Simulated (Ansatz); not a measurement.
# VO2 under changes of volume

One of the cells (10.308 Å³/atom); the others are scaled copies at fixed shape and fractional positions:

```
V O
1.0
     4.50720    0.00000    0.00000
     0.00000    4.50720    0.00000
     0.00000    0.00000    3.04445
V O
2 4
Direct
  0.50000 0.50000 0.50000
  0.00000 0.00000 0.00000
  0.20036 0.79964 0.50000
  0.79964 0.20036 0.50000
  0.70036 0.70036 0.00000
  0.29964 0.29964 0.00000
```

The cell is a database's computed one.

* Program: Ansatz 0.2.0
* Functional: PBE
* Potentials or basis: all-electron LAPW, scalar-relativistic
* Cutoff: 435 eV (chosen from the basis error)
* Basis error allowed: 0.001 eV/atom
* k mesh: 6 × 6 × 9
* Occupations: fermi-dirac, width 0.05 eV
* Spin: collinear spin, ferromagnetic start
* Starting moments: [2.0, 2.0, 0.0, 0.0, 0.0, 0.0] μB

```tsv
volume (Å³/atom)	energy over the lowest point (meV/atom)	pressure (GPa)	largest force (eV/Å)
9.689	3.32	5.4	0.217
9.896	0.00	0.1	0.224
10.102	3.16	-4.6	0.229
10.308	12.09	-8.9	0.234
10.514	26.17	-12.7	0.239
10.720	?	?	?
10.926	67.58	-19.0	0.247
```

Question: What does the run at 10.720 Å³/atom give?

Answer: Energy over the lowest point 44.83 meV/atom; pressure -16.0 GPa; largest force 0.243 eV/Å.

Worked out: A Birch-Murnaghan fit of order 3 (a polynomial in V^(-2/3)) to the other rows has its minimum at 9.89 Å³/atom with B0 = V·E''(V) = 241 GPa and B' = 4.5 at fixed shape and positions, which overstates the stiffness. It gives 44.83 meV/atom at 10.720 Å³/atom, against the run's 44.83, and -dE/dV = -16.2 GPa, against -16.0.

Energies are extrapolated to zero smearing.
